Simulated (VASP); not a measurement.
# KI: relaxation of cell and atoms with LDA

The system is KI.

```xyz
2
Lattice="0.0000 3.5328 3.5328 3.5328 0.0000 3.5328 3.5328 3.5328 0.0000" Properties=species:S:1:pos:R:3 pbc="T T T"
I     3.5328    3.5328    3.5328
K     0.0000    0.0000    0.0000
```

| Item | Value |
| --- | --- |
| Program | VASP 6.6.1 |
| Task | relaxation of cell and atoms |
| Functional | LDA |
| Potentials or basis | VASP PAW LDA potentials, release 64 (I, K_sv) |
| Cutoff | 600 eV |
| k mesh | 7 × 7 × 7 |
| Occupations | fermi-dirac, width 0.05 eV |
| Spin | no spin polarisation |
| Further INCAR settings | ALGO = Fast; EDIFF = 1e-06; IBRION = 2; EDIFFG = -0.005; NSW = 40; ISIF = 3 |

```json
{"Relaxed volume": "39.78 Å³/atom", "Relaxed cell": "a = 4.828 Å, b = 4.828 Å, c = 4.828 Å, α = 60.00°, β = 60.00°, γ = 60.00°", "Space group after relaxing (to 0.05 Å)": "Fm-3m (No. 225)", "Energy gained by relaxing": "18.9 meV/atom", "Ionic steps": "4", "Pressure after relaxing": "0.0 GPa", "Band gap on the k mesh": "3.87 eV, direct"}
```

Step by step:
| step | energy change (eV) | largest force (eV/Å) | pressure (GPa) | volume (Å³) |
| --- | --- | --- | --- | --- |
| 1 | 0.0000 | 0.0000 | -1.28 | 88.18 |
| 2 | -0.0279 | 0.0000 | -0.72 | 83.77 |
| 3 | -0.0377 | 0.0000 | -0.06 | 79.90 |
| 4 | -0.0378 | 0.0000 | 0.01 | 79.57 |

Final structure:
```
CELL_PARAMETERS angstrom
0.00000 3.41380 3.41380
3.41380 0.00000 3.41380
3.41380 3.41380 0.00000
ATOMIC_POSITIONS crystal
I 0.50000 0.50000 0.50000
K 0.00000 0.00000 0.00000
```

Levels at points of the mesh, in eV from the valence-band top:
```tsv
k point	band 6	band 7	band 8	band 9	band 10	band 11
(0.00, 0.00, 0.00)	0.00	0.00	0.00	3.87	6.22	6.22
```

Wall time 90 s on 1 thread of Intel(R) Xeon(R) Platinum 8488C (Sapphire Rapids) (shared host), peak memory 0.2 GiB.

Caveat: spin-orbit coupling is left out, which moves the levels of the heavy elements. LDA usually gives volumes a few per cent too small.
